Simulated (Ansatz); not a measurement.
# Mo (simple cubic): energy against volume

Level of theory: Ansatz, DFT, PBE, plane waves (420 eV) with PAW, scalar-relativistic.

The cell is scaled uniformly from the relaxed one, with fractional coordinates and shape fixed. Energies are extrapolated to zero smearing, pressures are those at the given smearing. Magnetic state: spin not included.

A Birch-Murnaghan fit gives V₀ = 17.54 Å³/atom, B₀ = 190 GPa, B₀′ = 4.2.

Q: What are the energy above the minimum and the pressure at 15.537 Å³/atom?

A: 168.3 meV/atom and 30.09 GPa as computed.

Q: What are the energy above the minimum and the pressure at 16.950 Å³/atom?

A: 12.7 meV/atom and 7.30 GPa as computed.

Q: What are the energy above the minimum and the pressure at 18.362 Å³/atom?

A: 20.9 meV/atom and -7.63 GPa as computed.
